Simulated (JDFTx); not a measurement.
# NaCl (Fm-3m) in JDFTx: notebook, part 2 of 2

JDFTx 1.7.0 (patched build). The steps go on from the part before.

### Step 4. Relaxation of the atoms, PBE (relaxed cell strained by -0.01 in Voigt component 1)

Contents of NaCl.in:

```
lattice \
    0.0000000000     5.3293581001     5.3293581001 \
    5.3831900001     0.0000000000     5.3831900001 \
    5.3831900001     5.3831900001     0.0000000000
coords-type Lattice
ion Cl     0.5000000100     0.5000000100     0.5000000100 1
ion Na     0.0000000000     0.0000000000     0.0000000000 1

ion-species pseudo/Cl.upf
ion-species pseudo/Na.upf
elec-cutoff 44 352
elec-ex-corr gga-PBE
kpoint-folding 6 6 6
elec-smearing Fermi 0.0018374661
elec-n-bands 14
electronic-SCF nIterations 100 energyDiffThreshold 1e-10
electronic-minimize nIterations 30 energyDiffThreshold 1e-7
forces-output-coords Cartesian
ionic-minimize nIterations 20 energyDiffThreshold 1e-8 knormThreshold 2e-5

dump-name run.$VAR
dump End Ecomponents EigStats BandEigs Kpoints Forces Stress ElecDensity Dtot KEdensity
```

Potentials or basis: PseudoDojo-SR-PBE-0.5-standard.

Run with:

```console
> jdftx -c 1 -i NaCl.in -o NaCl.out
```

Standard output:

```text
*************** JDFTx 1.7.0 (patched build) ***************

Input parsed successfully to the following command list (including defaults):
[... the input with its defaults ...]

---------- Setting up symmetries ----------

Non-trivial transmission matrix:
[   1   0   0  ]
[  -1   1   0  ]
[   0   0   1  ]
with reduced lattice vectors:
[     -5.329358      5.329358      5.329358  ]
[      5.383190      0.000000      5.383190  ]
[      0.000000      5.383190      0.000000  ]

Found 16 point-group symmetries of the bravais lattice
Found 16 space-group symmetries with basis
Applied RMS atom displacement 9.29298e-08 bohrs to make symmetries exact.

---------- Initializing the Grid ----------
R =
[            0      5.32936      5.32936  ]
[      5.38319            0      5.38319  ]
[      5.38319      5.38319            0  ]
unit cell volume = 308.876
G =
[  -0.589488   0.583593   0.583593  ]
[   0.589488  -0.583593   0.583593  ]
[   0.589488   0.583593  -0.583593  ]
Minimum fftbox size, Smin = [  68  64  64  ]
Chosen fftbox size, S = [  70  70  70  ]

---------- Initializing tighter grid for wavefunction operations ----------
R =
[            0      5.32936      5.32936  ]
[      5.38319            0      5.38319  ]
[      5.38319      5.38319            0  ]
[... 83 lines left out ...]
	FillingsUpdate:  mu: +0.088074710  nElectrons: 16.000000
SCF: Cycle:  6   F: -60.884298165804914   dF: -6.578e-08   |Residual|: 2.482e-05   |deigs|: 1.804e-04
	FillingsUpdate:  mu: +0.088085675  nElectrons: 16.000000
SCF: Cycle:  7   F: -60.884298189497592   dF: -2.369e-08   |Residual|: 8.034e-06   |deigs|: 3.462e-04
	FillingsUpdate:  mu: +0.088086521  nElectrons: 16.000000
SCF: Cycle:  8   F: -60.884298194683517   dF: -5.186e-09   |Residual|: 3.228e-06   |deigs|: 2.496e-04
	FillingsUpdate:  mu: +0.088087869  nElectrons: 16.000000
SCF: Cycle:  9   F: -60.884298196783298   dF: -2.100e-09   |Residual|: 1.344e-06   |deigs|: 5.393e-04
	FillingsUpdate:  mu: +0.088087966  nElectrons: 16.000000
SCF: Cycle: 10   F: -60.884298197174999   dF: -3.917e-10   |Residual|: 3.087e-07   |deigs|: 3.684e-04
	FillingsUpdate:  mu: +0.088087925  nElectrons: 16.000000
SCF: Cycle: 11   F: -60.884298197362398   dF: -1.874e-10   |Residual|: 4.960e-07   |deigs|: 4.253e-04
	FillingsUpdate:  mu: +0.088088206  nElectrons: 16.000000
SCF: Cycle: 12   F: -60.884298197396689   dF: -3.429e-11   |Residual|: 4.159e-08   |deigs|: 2.939e-04
	FillingsUpdate:  mu: +0.088088213  nElectrons: 16.000000
SCF: Cycle: 13   F: -60.884298197413344   dF: -1.666e-11   |Residual|: 1.076e-07   |deigs|: 7.067e-04
SCF: Converged (|Delta E|<1.000000e-10 for 2 iters).

Setting wave functions to eigenvectors of Hamiltonian

# Stress tensor in Cartesian coordinates [Eh/a0^3]:
[ -1.72976e-05            0            0  ]
[            0 -4.20956e-06            0  ]
[            0            0 -4.20956e-06  ]

# Ionic positions in lattice coordinates:
ion Cl   0.500000005000000   0.500000005000000   0.500000005000000 1
ion Na   0.000000005000000   0.000000005000000   0.000000005000000 1

# Forces in Cartesian coordinates:
force Cl  -0.000000000000000  -0.000000000000000   0.000000000000000 1
force Na   0.000000000000000   0.000000000000000   0.000000000000000 1

# Energy components:
   Eewald =      -34.1700164782214912
       EH =       20.8441479770669496
     Eloc =      -58.3623381224169080
      Enl =      -12.6153460760761718
      Exc =      -11.4149821358682981
 Exc_core =        1.3621915144532313
       KE =       33.4720451236493375
-------------------------------------
     Etot =      -60.8842981974133437
       TS =        0.0000000000000006
-------------------------------------
        F =      -60.8842981974133437

IonicMinimize: Iter:   0  F: -60.884298197413344  |grad|_K:  7.917e-42
IonicMinimize: Converged (|grad|_K<2.000000e-05).

#--- Lowdin population analysis ---
# oxidation-state Cl -0.650
# oxidation-state Na +0.687

Dumping 'run.eigStats' ...
	eMin: -1.765888 at state 0 ( [ +0.000000 +0.000000 +0.000000 ] spin 0 )
	HOMO: +0.033501 at state 0 ( [ +0.000000 +0.000000 +0.000000 ] spin 0 )
	mu  : +0.088088
	LUMO: +0.218291 at state 0 ( [ +0.000000 +0.000000 +0.000000 ] spin 0 )
	eMax: +0.630795 at state 23 ( [ +0.333333 +0.000000 +0.500000 ] spin 0 )
	HOMO-LUMO gap: +0.184790
	Optical gap  : +0.184790 at state 0 ( [ +0.000000 +0.000000 +0.000000 ] spin 0 )
Done!
[note: mu as printed may lie anywhere between the filled and the empty levels]
```

It took 57 s on 1 thread of Intel Xeon 6975P-C (Granite Rapids), shared host; peak memory 0.18 GiB.

What came out:

| Quantity | Value |
| --- | --- |
| Free energy | -1656.7462 eV |
| Pressure after relaxing | 0.3 GPa |
| Band gap on the k mesh | 5.03 eV, direct |
| Loewdin charges | Cl -0.65; Na +0.69 e |

Stress tensor (GPa, compression positive):
```
0.51 0.00 0.00
0.00 0.12 0.00
0.00 0.00 0.12
```

Final structure:
```
CELL_PARAMETERS angstrom
0.00000 2.84866 2.84866
2.82018 0.00000 2.84866
2.82018 2.84866 0.00000
ATOMIC_POSITIONS crystal
Cl 0.50000 0.50000 0.50000
Na 0.00000 0.00000 0.00000
```

Levels at points of the mesh, in eV from the valence-band top:
| k point | band 5 | band 6 | band 7 | band 8 | band 9 | band 10 | band 11 | band 12 |
| --- | --- | --- | --- | --- | --- | --- | --- | --- |
| (0.00, 0.00, 0.00) | -12.61 | -0.01 | 0.00 | 0.00 | 5.03 | 11.01 | 11.01 | 11.08 |
| (0.00, 0.00, 0.50) | -12.30 | -1.86 | -0.26 | -0.25 | 7.22 | 10.46 | 10.79 | 10.89 |
| (0.00, 0.50, 0.50) | -12.25 | -1.60 | -0.59 | -0.59 | 7.46 | 8.05 | 11.24 | 14.55 |
| (0.50, 0.00, 0.50) | -12.26 | -1.61 | -0.59 | -0.56 | 7.46 | 8.09 | 11.14 | 14.55 |

Caveat: the relaxation stopped at its first step, so nothing moved.

### Step 5. Relaxation of the atoms, PBE (relaxed cell strained by 0.01 in Voigt component 4)

Changes to NaCl.in since step 4:

```diff
@@ -1,5 +1,5 @@
 lattice \
-    0.0000000000     5.3293581001     5.3293581001 \
-    5.3831900001     0.0000000000     5.3831900001 \
-    5.3831900001     5.3831900001     0.0000000000
+    0.0000000000     5.3831900001     5.3831900001 \
+    5.4101059502     0.0269159501     5.3831900001 \
+    5.4101059502     5.3831900001     0.0269159501
 coords-type Lattice
```

Run with:

```console
> jdftx -c 1 -i NaCl.in -o NaCl.out
```

Run time: 85 s. Hardware: 1 thread of Intel Xeon 6975P-C (Granite Rapids), shared host; peak memory 0.2 GiB.

Results (log left out):

```yaml
Free_energy: -1656.7467 eV
Pressure_after_relaxing: 0.0 GPa
Band_gap_on_the_k_mesh: 4.98 eV, direct
Loewdin_charges: Cl -0.65; Na +0.69 e
```

Stress tensor (GPa, compression positive):
```
 0.00  0.00  0.00
 0.00  0.00 -0.12
 0.00 -0.12  0.00
```

Final structure:
```
Cl Na
1.0
     0.00000    2.86291    2.86291
     2.84866    0.01424    2.84866
     2.84866    2.84866    0.01424
Cl Na
1 1
Direct
  0.50000 0.50000 0.50000
  0.00000 0.00000 0.00000
```

Levels at points of the mesh, in eV from the valence-band top:
| k point | band 5 | band 6 | band 7 | band 8 | band 9 | band 10 | band 11 | band 12 |
| --- | --- | --- | --- | --- | --- | --- | --- | --- |
| (0.00, 0.00, 0.00) | -12.61 | -0.04 | -0.02 | 0.00 | 4.98 | 10.94 | 11.00 | 11.07 |
| (0.00, 0.00, 0.50) | -12.30 | -1.84 | -0.28 | -0.27 | 7.18 | 10.40 | 10.75 | 10.81 |
| (0.00, 0.50, 0.50) | -12.26 | -1.60 | -0.61 | -0.56 | 7.41 | 8.07 | 11.09 | 14.44 |
| (0.50, 0.00, 0.00) | -12.31 | -1.85 | -0.26 | -0.24 | 7.20 | 10.33 | 10.80 | 10.86 |
| (0.50, 0.00, 0.50) | -12.26 | -1.60 | -0.58 | -0.58 | 7.41 | 8.07 | 11.09 | 14.49 |

Caveat: the relaxation stopped at its first step, so nothing moved.

### Step 6. Relaxation of the atoms, PBE (relaxed cell strained by -0.01 in Voigt component 4)

Changes to NaCl.in since step 5:

```diff
@@ -2,4 +2,4 @@
     0.0000000000     5.3831900001     5.3831900001 \
-    5.4101059502     0.0269159501     5.3831900001 \
-    5.4101059502     5.3831900001     0.0269159501
+    5.3562740500    -0.0269159501     5.3831900001 \
+    5.3562740500     5.3831900001    -0.0269159501
 coords-type Lattice
```

Potentials or basis: PseudoDojo-SR-PBE-0.5-standard.

Run with:

```console
> jdftx -c 1 -i NaCl.in -o NaCl.out
```

Run time: 83 s. Hardware: 1 thread of Intel Xeon 6975P-C (Granite Rapids), shared host; peak memory 0.2 GiB.

It converged, with:

| Property | Result |
| --- | --- |
| Free energy | -1656.7467 eV |
| Pressure after relaxing | 0.0 GPa |
| Band gap on the k mesh | 4.98 eV, direct |
| Loewdin charges | Cl -0.65; Na +0.69 e |

Stress tensor (GPa, compression positive):
```
0.00 0.00 0.00
0.00 0.00 0.12
0.00 0.12 0.00
```

Final structure:
```
CELL_PARAMETERS angstrom
0.00000 2.83442 2.83442
2.84866 -0.01424 2.84866
2.84866 2.84866 -0.01424
ATOMIC_POSITIONS crystal
Cl 0.50000 0.50000 0.50000
Na 0.00000 0.00000 0.00000
```

Levels at points of the mesh, in eV from the valence-band top:
| k point | band 5 | band 6 | band 7 | band 8 | band 9 | band 10 | band 11 | band 12 |
| --- | --- | --- | --- | --- | --- | --- | --- | --- |
| (0.00, 0.00, 0.00) | -12.61 | -0.04 | -0.02 | 0.00 | 4.98 | 10.94 | 11.00 | 11.07 |
| (0.00, 0.00, 0.50) | -12.31 | -1.85 | -0.26 | -0.24 | 7.20 | 10.33 | 10.80 | 10.86 |
| (0.00, 0.50, 0.50) | -12.26 | -1.60 | -0.61 | -0.56 | 7.41 | 8.07 | 11.09 | 14.44 |
| (0.50, 0.00, 0.00) | -12.30 | -1.84 | -0.28 | -0.27 | 7.18 | 10.40 | 10.75 | 10.81 |
| (0.50, 0.00, 0.50) | -12.26 | -1.60 | -0.58 | -0.58 | 7.41 | 8.07 | 11.09 | 14.49 |

Caveat: the relaxation stopped at its first step, so nothing moved.

### Step 7. Overview

```tsv
task	cell	gap on the mesh (eV)	pressure (GPa)
relaxation of cell and atoms	relaxed	4.99	0.0
relaxation of the atoms	atoms relaxed from: relaxed cell strained by 0.01 in Voigt component 1	4.95	-0.2
relaxation of the atoms	atoms relaxed from: relaxed cell strained by -0.01 in Voigt component 1	5.03	0.3
relaxation of the atoms	atoms relaxed from: relaxed cell strained by 0.01 in Voigt component 4	4.98	0.0
relaxation of the atoms	atoms relaxed from: relaxed cell strained by -0.01 in Voigt component 4	4.98	0.0
```

Alike in all rows: level PBE; potentials or basis PseudoDojo-SR-PBE-0.5-standard; no spin polarisation; k mesh 6 × 6 × 6; cutoff (eV) 1197; smearing fermi-dirac 0.05 eV.

Caveats: the relaxation stopped at its first step, so nothing moved (some runs).

Absolute energies hang on the potentials; compare differences alone.
